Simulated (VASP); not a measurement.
# TePb (Fm-3m) in VASP: single point with PBE

Aim: the single point of TePb with PBE.

All numbers are computed with VASP 6.6.1; they aren't measurements. Logs are shortened: lines on timing, memory, paths and dates and some standing lists are left out, and cuts for length are marked.

**The experiment to reproduce.**

From a printed reference work, monograph, for a bulk crystal of TePb at 4.2 K: band gap 0.19 eV (direct).

How close the calculation comes is told below.

## (1) The cell of the first run

Symmetry: Fm-3m, No. 225, cubic system. The conventional cell has a = 6.462 Å, b = 6.462 Å, c = 6.462 Å, α = 90.00°, β = 90.00°, γ = 90.00°. Te (site symmetry m-3m) has 6 Pb at 3.23 Å within 4.3 Å. Pb (site symmetry m-3m) has 6 Te at 3.23 Å within 4.3 Å.

## (2) Single point, PBE

INCAR

```
ALGO = Normal
EDIFF = 1E-6
ENCUT = 520
GGA = PE
ISIF = 2
ISMEAR = 0
LASPH = T
LCHARG = F
LREAL = F
LWAVE = F
NBANDS = 17
NELM = 80
PREC = Accurate
SIGMA = 0.05
```

KPOINTS

```
k-points
0
Gamma
  8 8 8
```

POSCAR

```
TePb
1.0
    0.0000000000      3.2310000000      3.2310000000
    3.2310000000      0.0000000000      3.2310000000
    3.2310000000      3.2310000000      0.0000000000
Te Pb
1 1
Direct
    0.5000000000      0.5000000000      0.5000000000
    0.0000000000      0.0000000000      0.0000000000
```

Potentials or basis: VASP PAW PBE potentials, release 64 (Te, Pb_d).

Run with:

```
$ cat potpaw_PBE.64/Te/POTCAR potpaw_PBE.64/Pb_d/POTCAR > POTCAR
$ mpirun -np 1 vasp_std > vasp.out
```

OUTCAR:

```text
EDIFF = 1E-6
   ENCUT = 520
   GGA = PE
   ISIF = 2
   ISMEAR = 0
   LASPH = T
   LREAL = F
   NELM = 80
   PREC = Accurate

 ion  position               nearest neighbor table
   1  0.500  0.500  0.500-   2 3.23   2 3.23   2 3.23   2 3.23   2 3.23   2 3.23
   2  0.000  0.000  0.000-   1 3.23   1 3.23   1 3.23   1 3.23   1 3.23   1 3.23

  LATTYP: Found a face centered cubic cell.
 ALAT       =     6.4620000000

  Lattice vectors:

 A1 = (   0.0000000000,   3.2310000000,   3.2310000000)
 A2 = (   3.2310000000,   0.0000000000,   3.2310000000)
 A3 = (   3.2310000000,   3.2310000000,   0.0000000000)

Analysis of symmetry for initial positions (statically):
=====================================================================
 Subroutine PRICEL returns:
 Original cell was already a primitive cell.

 Routine SETGRP: Setting up the symmetry group for a
 face centered cubic supercell.

 Subroutine GETGRP returns: Found 48 space group operations
 (whereof 48 operations were pure point group operations)
 out of a pool of 48 trial point group operations.

The static configuration has the point symmetry O_h .

Analysis of symmetry for dynamics (positions and initial velocities):
=====================================================================
 Subroutine PRICEL returns:
 Original cell was already a primitive cell.

 Routine SETGRP: Setting up the symmetry group for a
 face centered cubic supercell.

 Subroutine GETGRP returns: Found 48 space group operations
 (whereof 48 operations were pure point group operations)
 out of a pool of 48 trial point group operations.

The dynamic configuration has the point symmetry O_h .

 Subroutine INISYM returns: Found 48 space group operations
 (whereof 48 operations are pure point group operations),
 and found     1 'primitive' translations

----------------------------------------------------------------------------------------

                                     Primitive cell

  volume of cell :      67.4592

  direct lattice vectors                    reciprocal lattice vectors
     0.000000000  3.231000000  3.231000000    -0.154750851  0.154750851  0.154750851
     3.231000000  0.000000000  3.231000000     0.154750851 -0.154750851  0.154750851
     3.231000000  3.231000000  0.000000000     0.154750851  0.154750851 -0.154750851

  length of vectors
[... 74 lines left out ...]
   ISTART =      0    job   : 0-new  1-cont  2-samecut
   ICHARG =      2    charge: 1-file 2-atom 10-const
   ISPIN  =      1    spin polarized calculation?
   LNONCOLLINEAR =      F non collinear calculations
   LSORBIT =      F    spin-orbit coupling
   LASPH  =      T    aspherical Exc in radial PAW
   ENCUT  =  520.0 eV  38.22 Ry    6.18 a.u.   8.50  8.50  8.50*2*pi/ulx,y,z
   NELM   =     80;   NELMIN=  2; NELMDL= -5     # of ELM steps
   EDIFF  = 0.1E-05   stopping-criterion for ELM
   LREAL  =      F    real-space projection
   EDIFFG = 0.1E-04   stopping-criterion for IOM
   NSW    =      0    number of steps for IOM
   IBRION =     -1    ionic relax: 0-MD 1-quasi-New 2-CG
   NFREE  =      0    steps in history (QN), initial steepest desc. (CG)
   ISIF   =      2    stress and relaxation
   ISYM   =      2    0-nonsym 1-usesym 2-fastsym
   POTIM  = 0.5000    time-step for ionic-motion
   TEBEG  =    0.0;   TEEND  =   0.0 temperature during run
   PSTRESS=    0.0 pullay stress
   NELECT =      20.0000    total number of electrons
   NUPDOWN=      -1.0000    fix difference up-down
   EMIN   =  10.00;   EMAX   =-10.00  energy-range for DOS
   EFERMI =   0.00;   METHOD = LEGACY
   ISMEAR =     0;   SIGMA  =   0.05  broadening in eV -4-tet -1-fermi 0-gaus
   EFERMI_NEDOS =   21; number of points for ismear=-14 and -15
   IALGO  =     38    algorithm
   IMIX   =      4    mixing-type and parameters
     AMIX     =   0.40;   BMIX     =  1.00
     AMIX_MAG =   1.60;   BMIX_MAG =  1.00
  volume/ion in A,a.u.               =      33.73       227.62
  Fermi-wavevector in a.u.,A,eV,Ry     =   1.091619  2.062861 16.213147  1.191633
  Thomas-Fermi vector in A             =   2.227868
   LORBIT       =      0    0 simple, 1 ext, 2 COOP (PROOUT), +10 PAW based schemes
   GGA     = PE    functional components
   LHFCALC =     F    Hartree Fock is set to
   AEXX    =    0.0000 exact exchange contribution
   IVDW    =     0    specifies the selected vdW correction
   LEPSILON=     F    determine dielectric tensor
   LRPA    =     F    only Hartree local field effects (RPA)
 non-spin polarized calculation
 Gauss-broadening in eV      SIGMA  =   0.05
  energy-cutoff  :      520.00
  volume of cell :       67.46
 maximum number of plane-waves:      1839
 NGX is ok and might be reduce to    36
   NGX = 17   NGY = 17   NGZ = 17

 number of electron      20.0000003 magnetization

 Free energy of the ion-electron system (eV)
  ---------------------------------------------------
  ext. energy  EPLUGINS =         0.00000000
  ---------------------------------------------------
  free energy    TOTEN  =        -7.50124333 eV

  energy without entropy =       -7.50124333  energy(sigma->0) =       -7.50124333

 E-fermi :   5.8563     XC(G=0):  -9.3003

 val. band max:        5.6256577372   @ k =   0.5000   0.0000   0.0000
 cond. band min:       6.3610622590   @ k =   0.5000   0.0000   0.0000
 fundamental gap:      0.7354045219
 Fermi energy:         5.8562688095

 k-point     1 :       0.0000    0.0000    0.0000
  band No.  band energies     occupation
      1     -11.0962      2.00000
      2     -11.0962      2.00000
      3     -11.0870      2.00000
      4     -11.0870      2.00000
      5     -11.0870      2.00000
      6      -6.3941      2.00000
[... 457 lines left out ...]
      4     -11.0751      2.00000
      5     -11.0670      2.00000
      6      -4.7677      2.00000
[... 9 lines left out ...]
     16      15.4268      0.00000
     17      15.7348      0.00000

 [... further k-points ...]
[... 5 lines left out ...]
  --------------------------------------------------------------------------------------
  -------------------------------------------------------------------------------------
  Total        0.8725547      0.8725547      0.8725547      0.0000000     -0.0000000     -0.0000000
  in kB       20.7234654     20.7234654     20.7234654      0.0000000     -0.0000000     -0.0000000
  external PRESSURE =      20.7234654 kB  Pullay stress =       0.0000000 kB

 VOLUME and BASIS-vectors are now :
 -----------------------------------------------------------------------------
  energy-cutoff  :      520.00
  volume of cell :       67.46
      direct lattice vectors                 reciprocal lattice vectors
     0.000000000  3.231000000  3.231000000    -0.154750851  0.154750851  0.154750851
     3.231000000  0.000000000  3.231000000     0.154750851 -0.154750851  0.154750851
     3.231000000  3.231000000  0.000000000     0.154750851  0.154750851 -0.154750851

 POSITION                                       TOTAL-FORCE (eV/Angst)
 -----------------------------------------------------------------------------------
      3.23100      3.23100      3.23100         0.000000     -0.000000      0.000000
      0.00000      0.00000      0.00000        -0.000000      0.000000     -0.000000
 -----------------------------------------------------------------------------------
    total drift:                               -0.000000      0.000000      0.000000

  FREE ENERGIE OF THE ION-ELECTRON SYSTEM (eV)
  ---------------------------------------------------
  free  energy   TOTEN  =        -7.5012433339 eV

  energy  without entropy=       -7.5012433339  energy(sigma->0) =       -7.50124333
```

stdout:

```text
POSCAR found type information on POSCAR TePb
 POSCAR found :  2 types and       2 ions
 scaLAPACK will be used
 LDA part: xc-table for (Slater+PW92), standard interpolation
 POSCAR, INCAR and KPOINTS ok, starting setup
 FFT: planning ... GRIDC
 FFT: planning ... GRID_SOFT
 FFT: planning ... GRID
 WAVECAR not read
 entering main loop
```

Run time: 47 s. Hardware: 1 thread of Intel Xeon 8259CL, shared host; peak memory 0.22 GiB.

Results:

```
Free energy            : -7.5012 eV
Pressure               : 2.1 GPa
Band gap on the k mesh : 0.74 eV, direct
```

Levels at points of the mesh, in eV from the valence-band top:
| k point | band 8 | band 9 | band 10 | band 11 | band 12 | band 13 |
| --- | --- | --- | --- | --- | --- | --- |
| (0.00, 0.00, 0.00) | -1.35 | -1.35 | -1.35 | 4.08 | 4.08 | 4.08 |
| (0.50, 0.00, 0.00) | -0.89 | -0.89 | 0.00 | 0.74 | 1.27 | 1.27 |
| (0.50, 0.50, 0.00) | -4.50 | -2.80 | -2.80 | 3.29 | 5.48 | 5.48 |

Caveat: spin-orbit coupling is left out, which moves the levels of the heavy elements.

## (3) Comparison with measurements

Step 2. Measured gap of TePb: 0.19 eV (direct; 4.2 K; a printed reference work, monograph). This calculation gives 0.74 eV (+0.55 eV). Spin-orbit coupling on Pb, Te is left out. The value is that of PBE on a finite k mesh, which can miss the band edges, without temperature or zero-point motion.
